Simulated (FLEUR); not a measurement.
# SnTe (Fm-3m) in FLEUR: notebook, part 2 of 2

FLEUR MaX-R8.1 (later development tree).

## 6. Equation of state, r2SCAN, 32.53 Å³/atom (volume scaled by 1.04)

Changes to inp.xml since step 5:

```diff
@@ -27,3 +27,3 @@
       <xi:include xmlns:xi="http://www.w3.org/2001/XInclude" href="sym.xml"> </xi:include>
-      <bulkLattice scale="1.0000000000">
+      <bulkLattice scale="1.0131594038">
          <bravaisMatrix>
```

Potentials or basis: all-electron, FLAPW.

Launch:

```
$ inpgen -f crystal.txt -profile fastHighL
$ # inp.xml edited to the form shown
$ fleur_MPI
```

It took 58 s on 1 thread of Arm Neoverse V2, shared host; peak memory 0.09 GiB.

Results (log left out):

- Free energy: -353096.5968 eV
- Valence electrons inside the program's atomic spheres: Te 20.13; Sn 20.07 (radii Te 2.66, Sn 2.66 bohr)

Caveat: this odd mesh misses L, where the gap lies, so gap, dielectric constants and Born charges aren't listed; the meta-GGA is that of a development version, with a GGA for the radial functions and cores and without core tails.

## 7. Equation of state, r2SCAN, 33.16 Å³/atom (volume scaled by 1.06)

Changes to inp.xml since step 6:

```diff
@@ -27,3 +27,3 @@
       <xi:include xmlns:xi="http://www.w3.org/2001/XInclude" href="sym.xml"> </xi:include>
-      <bulkLattice scale="1.0131594038">
+      <bulkLattice scale="1.0196128224">
          <bravaisMatrix>
```

Launch:

```
$ inpgen -f crystal.txt -profile fastHighL
$ # inp.xml edited to the form shown
$ fleur_MPI
```

Run time: 59 s. Hardware: 1 thread of Arm Neoverse V2, shared host; peak memory 0.09 GiB.

It converged, with:

```
Free energy                                           : -353096.5918 eV
Valence electrons inside the program's atomic spheres : Te 20.12; Sn 20.05 (radii Te 2.66, Sn 2.66 bohr)
```

Caveat: this odd mesh misses L, where the gap lies, so gap, dielectric constants and Born charges aren't listed; the meta-GGA is that of a development version, with a GGA for the radial functions and cores and without core tails.

## 8. Equation of state, r2SCAN

Potentials or basis: all-electron, FLAPW.

This step only gathers the single runs of the series.

Results:

| Property | Result |
| --- | --- |
| Equilibrium volume | 32.36 Å³/atom |
| Bulk modulus | 43 GPa |

Energy against volume, from the lowest point:
```csv
volume (Å³/atom),energy (meV/atom)
29.404,43.12
30.030,25.77
31.281,5.07
32.532,0.00
33.158,2.46
```

Caveat: this odd mesh misses L, where the gap lies, so gap, dielectric constants and Born charges aren't listed; the meta-GGA is that of a development version, with a GGA for the radial functions and cores and without core tails. Spin-orbit coupling is left out, which matters for the levels of Te.

## 9. Comparison with measurements

Step 2. Measured gap of SnTe: 0.18 eV (direct; 300 K; a printed reference work, textbook). This calculation gives 0.03 eV (-0.15 eV). Spin-orbit coupling on Sn, Te is left out. The value is that of r2SCAN, without temperature or zero-point motion.
